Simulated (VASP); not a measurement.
# Fe (Fmmm) in VASP: notebook, part 2 of 2

VASP 6.6.1. The steps go on from the part before.

### 3 Single point, PBEsol, collinear spin, ferromagnetic start

Input file INCAR:

```
  PREC = Accurate
  ENCUT = 450
  EDIFF = 1E-6
  ISMEAR = 1
  SIGMA = 0.05
  LREAL = False
  LASPH = True
  NELM = 100
  ALGO = Normal
  ISIF = 2
  LWAVE = False
  LCHARG = False
  ISPIN = 2
  MAGMOM = 3
  LORBIT = 11
  LMAXMIX = 4
  GGA = PS
  NBANDS = 14
  ADDGRID = False
```

Input file KPOINTS:

```
Automatic mesh
0
Gamma
  9 9 9
```

Input file POSCAR:

```
Fe
1.0
    0.0000000000      1.9417396906      1.9651051623
    1.4984397099      0.0000000000      1.9651051623
    1.4984397099      1.9417396906      0.0000000000
Fe
1
Direct
    0.0000000000      0.0000000000      0.0000000000
```

Potentials or basis: VASP PAW PBE potentials, release 64 (Fe).

Started as:

```sh
$ cat potpaw_PBE.64/Fe/POTCAR > POTCAR
$ mpirun -np 1 vasp_std > vasp.out
```

OUTCAR:

```text
PREC = Accurate
   ENCUT = 450
   EDIFF = 1E-6
   ISMEAR = 1
   LREAL = False
   LASPH = True
   NELM = 100
   ISIF = 2
   ISPIN = 2
   LORBIT = 11
   GGA = PS

 Found    125 irreducible k-points:

 Following reciprocal coordinates:
            Coordinates               Weight
  0.000000  0.000000  0.000000      1.000000
  0.111111  0.000000 -0.000000      8.000000
  0.222222  0.000000  0.000000      8.000000
  0.333333  0.000000  0.000000      8.000000
  0.444444  0.000000  0.000000      8.000000
  0.111111  0.111111  0.000000      2.000000
   k-points           NKPTS =    125   k-points in BZ     NKDIM =    125   number of bands    NBANDS=     14
   number of dos      NEDOS =    301   number of ions     NIONS =      1
   total plane-waves  NPLWV =   6480
   dimension x,y,z NGX =    20 NGY =   18 NGZ =   18
   dimension x,y,z NGXF=    40 NGYF=   36 NGZF=   36
   ions per type =               1
   NGX,Y,Z   is equivalent  to a cutoff of  12.04, 12.11, 12.20 a.u.
   NGXF,Y,Z  is equivalent  to a cutoff of  24.07, 24.22, 24.40 a.u.
 SYSTEM =  unknown system
   PREC   = accura    normal or accurate (medium, high low for compatibility)
   ISTART =      0    job   : 0-new  1-cont  2-samecut
   ICHARG =      2    charge: 1-file 2-atom 10-const
   ISPIN  =      2    spin polarized calculation?
   LNONCOLLINEAR =      F non collinear calculations
   LSORBIT =      F    spin-orbit coupling
   LASPH  =      T    aspherical Exc in radial PAW
   ENCUT  =  450.0 eV  33.07 Ry    5.75 a.u.   4.78  4.27  4.24*2*pi/ulx,y,z
   NELM   =    100;   NELMIN=  2; NELMDL= -5     # of ELM steps
   EDIFF  = 0.1E-05   stopping-criterion for ELM
   LREAL  =      F    real-space projection
   EDIFFG = 0.1E-04   stopping-criterion for IOM
   NSW    =      0    number of steps for IOM
   IBRION =     -1    ionic relax: 0-MD 1-quasi-New 2-CG
   NFREE  =      0    steps in history (QN), initial steepest desc. (CG)
   ISIF   =      2    stress and relaxation
   ISYM   =      2    0-nonsym 1-usesym 2-fastsym
   POTIM  = 0.5000    time-step for ionic-motion
   TEBEG  =    0.0;   TEEND  =   0.0 temperature during run
   PSTRESS=    0.0 pullay stress
   NELECT =       8.0000    total number of electrons
   NUPDOWN=      -1.0000    fix difference up-down
   EMIN   =  10.00;   EMAX   =-10.00  energy-range for DOS
   EFERMI =   0.00;   METHOD = LEGACY
   ISMEAR =     1;   SIGMA  =   0.05  broadening in eV -4-tet -1-fermi 0-gaus
   EFERMI_NEDOS =   21; number of points for ismear=-14 and -15
   IALGO  =     38    algorithm
   IMIX   =      4    mixing-type and parameters
     AMIX     =   0.40;   BMIX     =  1.00
     AMIX_MAG =   1.60;   BMIX_MAG =  1.00
[... 128 lines left out ...]
      5       4.3768      1.00000
      6       4.6240      1.00000
      7      28.2461      0.00000
      8      29.0572      0.00000
      9      29.5242      0.00000
     10      32.5861      0.00000
     11      34.9209      0.00000
     12      35.5217      0.00000
     13      38.3552      0.00000
     14      38.5513      0.00000

 [... further k-points ...]

 spin component 2

 k-point     1 :       0.0000    0.0000    0.0000
  band No.  band energies     occupation
      1      -2.6193      1.00000
      2       4.9912      1.00000
      3       5.1335      1.00000
      4       5.6221      0.06285
      5       6.8269      0.00000
      6       7.4211      0.00000
      7      29.2744      0.00000
      8      30.8069      0.00000
      9      31.0990      0.00000
     10      35.4949      0.00000
     11      36.2850      0.00000
     12      37.3653      0.00000
     13      37.5941      0.00000
     14      37.6790      0.00000
[... 71 lines left out ...]
      1      -2.0916      1.00000
      2       4.7988      1.00000
      3       5.4294      1.00003
      4       5.5240      1.03418
      5       6.8942      0.00000
      6       7.3001      0.00000
      7      28.4528      0.00000
      8      29.1240      0.00000
      9      29.7447      0.00000
     10      33.4385      0.00000
     11      35.7751      0.00000
     12      35.7766      0.00000
     13      38.7700      0.00000
     14      38.9284      0.00000

 [... further k-points ...]

------------------------ aborting loop because EDIFF is reached ----------------------------------------

  FORCE on cell =-STRESS in cart. coord.  units (eV):
  Direction    XX          YY          ZZ          XY          YZ          ZX
  --------------------------------------------------------------------------------------
  -------------------------------------------------------------------------------------
  Total       -1.1932473     -0.5619213     -0.6966971      0.0000000      0.0000000      0.0000000
  in kB     -167.1841020    -78.7299531    -97.6131865      0.0000000      0.0000000      0.0000000
  external PRESSURE =    -114.5090805 kB  Pullay stress =       0.0000000 kB

 VOLUME and BASIS-vectors are now :
 -----------------------------------------------------------------------------
  energy-cutoff  :      450.00
  volume of cell :       11.44
      direct lattice vectors                 reciprocal lattice vectors
     0.000000000  1.941739691  1.965105162    -0.333680426  0.257501045  0.254439309
     1.498439710  0.000000000  1.965105162     0.333680426 -0.257501045  0.254439309
     1.498439710  1.941739691  0.000000000     0.333680426  0.257501045 -0.254439309

 POSITION                                       TOTAL-FORCE (eV/Angst)
 -----------------------------------------------------------------------------------
      0.00000      0.00000      0.00000         0.000000      0.000000     -0.000000
 -----------------------------------------------------------------------------------
    total drift:                                0.000000      0.000000      0.000000

  FREE ENERGIE OF THE ION-ELECTRON SYSTEM (eV)
  ---------------------------------------------------
  free  energy   TOTEN  =        -8.8816194734 eV

  energy  without entropy=       -8.8817222556  energy(sigma->0) =       -8.88165373

 total charge

# of ion       s       p       d       tot
------------------------------------------
    1        0.488   0.538   6.234   7.259

 magnetization (x)

# of ion       s       p       d       tot
------------------------------------------
    1       -0.014  -0.043   2.221   2.165
```

OSZICAR:

```text
N       E                     dE             d eps       ncg     rms          rms(c)
DAV:   1     0.190039754710E+02    0.19004E+02   -0.34347E+03  7738   0.622E+02
DAV:   2    -0.917174181888E+01   -0.28176E+02   -0.25645E+02  7744   0.119E+02
DAV:   3    -0.996773796040E+01   -0.79600E+00   -0.78725E+00  8476   0.215E+01
DAV:   4    -0.997023081062E+01   -0.24929E-02   -0.24927E-02  8128   0.107E+00
DAV:   5    -0.997024296665E+01   -0.12156E-04   -0.12156E-04  8494   0.776E-02    0.121E+01
DAV:   6    -0.897592648463E+01    0.99432E+00   -0.11147E+01  8878   0.387E+01    0.582E+00
DAV:   7    -0.889859155112E+01    0.77335E-01   -0.71530E-01  8602   0.941E+00    0.335E+00
DAV:   8    -0.889007373155E+01    0.85178E-02   -0.46549E-03  7790   0.446E-01    0.127E+00
DAV:   9    -0.888190232118E+01    0.81714E-02   -0.60268E-03  9960   0.396E-01    0.273E-01
DAV:  10    -0.888159794752E+01    0.30437E-03   -0.24756E-04  8272   0.141E-01    0.657E-02
DAV:  11    -0.888162047237E+01   -0.22525E-04   -0.56519E-05  8284   0.694E-02    0.414E-02
DAV:  12    -0.888161947345E+01    0.99892E-06   -0.19329E-06  8114   0.977E-03
   1 F= -.88816195E+01 E0= -.88816537E+01  d E =0.102782E-03  mag=     2.1781
```

It took 14 s on 1 thread of Intel Xeon 6975P-C (Granite Rapids), shared host; peak memory 0.14 GiB.

The run converged, but some of its settings lie outside the range that counts as converged, so its numbers aren't taken as properties of the crystal.

Results:

```yaml
Free_energy: -8.8816 eV
Pressure: -11.5 GPa
Band_gap_on_the_k_mesh: none (metal or under the smearing width)
Net_moment: 2.18 μB per cell
Site_moments: Fe +2.17 μB
Valence_electrons_inside_the_program's_atomic_spheres: Fe 7.26
```

Caveat: the PAW data sets were made with another functional, which shifts forces and pressure a little.

### 4 Single point, PBEsol, collinear spin, ferromagnetic start

Changes to INCAR since step 3:

```diff
@@ -4,3 +4,3 @@
   ISMEAR = 1
-  SIGMA = 0.05
+  SIGMA = 0.02
   LREAL = False
```

KPOINTS is that of step 3.

POSCAR is that of step 3.

Started as:

```sh
$ cat potpaw_PBE.64/Fe/POTCAR > POTCAR
$ mpirun -np 1 vasp_std > vasp.out
```

Run time: 16 s. Hardware: 1 thread of Intel Xeon 6975P-C (Granite Rapids), shared host; peak memory 0.14 GiB.

The run converged, but some of its settings lie outside the range that counts as converged, so its numbers aren't taken as properties of the crystal.

What came out:

| Item | Value |
| --- | --- |
| Free energy | -8.8817 eV |
| Pressure | -11.7 GPa |
| Band gap on the k mesh | none (metal or under the smearing width) |
| Net moment | 2.18 μB per cell |
| Site moments | Fe +2.16 μB |
| Valence electrons inside the program's atomic spheres | Fe 7.26 |

Caveat: the PAW data sets were made with another functional, which shifts forces and pressure a little.
